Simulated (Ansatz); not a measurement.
Crystal: Ge.

```
Ge
1.0
     0.00000    2.82891    2.82891
     2.82891    0.00000    2.82891
     2.82891    2.82891    0.00000
Ge
2
Direct
  0.75000 0.75000 0.75000
  0.50000 0.50000 0.50000
```

Base run:

* Program: Ansatz 0.2.0
* Functional: PBEsol
* Potentials or basis: all-electron LAPW, scalar-relativistic
* Cutoff: 317 eV
* Density cutoff: 1266 eV
* Basis error allowed: 0.001 eV/atom
* k mesh: 8 × 8 × 8
* Occupations: fermi-dirac, width 0.05 eV
* Spin: no spin polarisation

Its results: pressure 0.6 GPa.

Task: After a change of settings the same cell gave: pressure 4.9 GPa. Which change was it?
A. functional from PBEsol to PBE; occupations from fermi-dirac, width 0.05 eV to gaussian, width 0.012 eV
B. k mesh from 8 × 8 × 8 to 5 × 5 × 5; occupations from fermi-dirac, width 0.05 eV to fermi-dirac, width 0.03 eV
C. functional from PBEsol to revPBE
D. functional from PBEsol to PBE; potentials or basis from all-electron LAPW, scalar-relativistic to all-electron PAW datasets made for the crystal

Result: C.

revPBE binds less tightly than PBEsol, so the same cell stands under more pressure.

Not every run made on this cell is shown here.
